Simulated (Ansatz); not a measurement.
Crystal: C.

```
C
1.0
     2.52210    0.00000    0.00000
    -1.26105    2.18420    0.00000
     0.00000    0.00000    8.23710
C
8
Direct
  0.66667 0.33333 0.84375
  0.33333 0.66667 0.34375
  0.66667 0.33333 0.65625
  0.33333 0.66667 0.15625
  0.00000 0.00000 0.90625
  0.00000 0.00000 0.40625
  0.00000 0.00000 0.59375
  0.00000 0.00000 0.09375
```

This is a hexagonal form of diamond, not graphite.

```yaml
Program: Ansatz 0.2.0
Task: relaxation of cell and atoms
Functional: PBEsol
Potentials_or_basis: Ansatz PAW
Cutoff: "420 eV (not typed: the program's choice for these potentials)"
k_mesh: 12 × 12 × 4
Occupations: fermi-dirac, width 0.05 eV
Spin: no spin polarisation
```

At the start: volume 5.67 Å³/atom.

Task: Where does the relaxation end?

Result: It ends after 7 steps and the volume is 5.62 Å³/atom (-1.0 %); space group P6_3/mmc (No. 194, to 0.05 Å).

The path:
```tsv
step	energy change (eV)	largest force (eV/Å)	volume (Å³)
1	0.0000	0.3303	45.38
2	-0.0213	0.3591	45.10
3	-0.0269	0.1707	45.00
4	-0.0285	0.0034	44.94
5	-0.0258	0.0044	44.94
6	-0.0259	0.0007	44.93
7	-0.0258	0.0006	44.93
```

Final structure:
```
C
1.0
     2.50537    0.00000    0.00000
    -1.25269    2.16971    0.00000
     0.00000    0.00000    8.26472
C
8
Direct
  0.66667 0.33333 0.84446
  0.33333 0.66667 0.34446
  0.66667 0.33333 0.65554
  0.33333 0.66667 0.15554
  0.00000 0.00000 0.90705
  0.00000 0.00000 0.40705
  0.00000 0.00000 0.59295
  0.00000 0.00000 0.09295
```

Caveat: the plane-wave basis is chosen anew once the cell has moved, so the energies of steps on either side of that aren't comparable; the pressure holds a Pulay correction of +1.0 GPa for the finite cutoff; the PAW data sets come from PBE, with cores solved anew for the run's functional, which leaves a small shift of forces and pressure.
